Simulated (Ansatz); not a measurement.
Consider the isomerisation: `CC=C1C=CC=C1` → `C1=C[C@H]2C=C[C@@H]1C2`.

Isolated molecules relaxed with PBE0-D4/def2-TZVP in Ansatz; ΔE leaves out vibrations. CCSD(T)/CBS is the MP2 limit (def2-TZVPP, def2-QZVPP) plus CCSD(T) − MP2 in def2-TZVPP, frozen cores. DFT in def2-TZVPP.

`CC=C1C=CC=C1`:

Cartesian coordinates in Å:
```
C -0.509 2.252 -0.743
C 0.351 1.050 -0.852
C 0.228 -0.088 -0.150
C -0.758 -0.425 0.874
C -0.492 -1.677 1.302
C 0.666 -2.197 0.580
C 1.097 -1.256 -0.284
H 0.090 3.128 -0.473
H -1.300 2.132 -0.004
H -0.969 2.482 -1.710
H 1.162 1.104 -1.577
H -1.552 0.219 1.218
H -1.041 -2.222 2.059
H 1.094 -3.180 0.727
H 1.932 -1.322 -0.967
```

`C1=C[C@H]2C=C[C@@H]1C2`:

Z-matrix (Å, degrees):
```
C
C 1 1.547
C 1 1.531 2 98.3
C 1 1.531 2 98.3 3 108.9
H 1 1.088 2 117.8 3 -125.6
C 2 1.547 1 92.2 3 -54.4
H 2 1.092 1 113.1 3 61.9
H 2 1.092 1 113.1 3 -170.7
C 3 1.328 1 107.1 2 36.2
H 3 1.081 1 124.7 2 -147.3
C 4 1.328 1 107.1 2 -36.2
H 4 1.081 1 124.7 2 147.3
H 6 1.088 2 117.9 1 180.0
H 9 1.081 3 128.1 1 176.4
H 11 1.081 4 128.1 1 -176.4
```

| level | ΔE (eV) |
| --- | --- |
| BLYP-D4 | 1.05 |
| r2SCAN0 | 0.72 |
| CAM-B3LYP | 0.82 |
| HF/def2-TZVPP | 0.95 |

Task: What does CCSD(T)/CBS give? (An estimate is asked.)

Result: The calculation gave: +0.58 eV. The listed levels differ from it by 0.47, 0.14, 0.24, 0.37 eV.

Largest T1 diagnostic among the species: 0.011.

In def2-TZVPP, CCSD(T) changes the Hartree–Fock value by −0.40 eV (the triples alone add +0.00 eV) and MP2 by −0.46 eV. At CCSD(T), def2-SVP lies −0.07 eV from the extrapolated value and def2-TZVPP −0.03 eV. From PBE to PBE0 (25 % exact exchange), in def2-TZVPP and without D4, ΔE moves by −0.14 eV.

CCSD(T)/CBS has its own doubt, a few kJ/mol and more with outer-core shells, so smaller differences from it don't rank the levels.
